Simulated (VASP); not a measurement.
Write the native input for VASP 6.6.1 that does the following.

| Quantity | Value |
| --- | --- |
| Task | relaxation of cell and atoms |
| Functional | PBE |
| Potentials or basis | VASP PAW PBE potentials, release 64 (W_sv) |
| Cutoff | 700 eV |
| k mesh | 18 × 18 × 18 |
| Occupations | methfessel-paxton, width 0.1 eV |
| Spin | no spin polarisation |
| Further INCAR settings | ALGO = Normal; EDIFF = 1e-06; IBRION = 2; EDIFFG = -0.005; NSW = 40; ISIF = 3 |

The structure of W lies in POSCAR:

```
W
1.0
   -1.5750000000      1.5750000000      1.5750000000
    1.5750000000     -1.5750000000      1.5750000000
    1.5750000000      1.5750000000     -1.5750000000
W
1
Direct
    0.0000000000      0.0000000000      0.0000000000
```

The cell was built by a generator and needn't be a form met in nature.

One way to write it, as run:

INCAR

```
PREC = Accurate ; ENCUT = 700
EDIFF = 1E-6 ; ISMEAR = 1
SIGMA = 0.1 ; LREAL = False
LASPH = True ; NELM = 120
ALGO = Normal ; ISIF = 3
LWAVE = False ; LCHARG = False
GGA = PE ; IBRION = 2
NSW = 40 ; EDIFFG = -0.005
```

KPOINTS

```
regular mesh
0
Gamma
  18 18 18
```

Potentials or basis: VASP PAW PBE potentials, release 64 (W_sv).

The run is started by

```console
$ cat potpaw_PBE.64/W_sv/POTCAR > POTCAR
$ mpirun -np 1 vasp_std > vasp.out
```

Results of the run:

```
Relaxed volume                         : 16.16 Å³/atom
Relaxed cell                           : a = 2.759 Å, b = 2.759 Å, c = 2.759 Å, α = 109.47°, β = 109.47°, γ = 109.47°
Space group after relaxing (to 0.05 Å) : Im-3m (No. 229)
Energy gained by relaxing              : 17.9 meV/atom
Ionic steps                            : 4
Pressure after relaxing                : 0.0 GPa
Band gap on the k mesh                 : none (metal or under the smearing width)
```

It took 28 s on 1 thread of Intel(R) Xeon(R) 6975P-C (Granite Rapids), with other jobs on the host, peak memory 0.19 GiB.
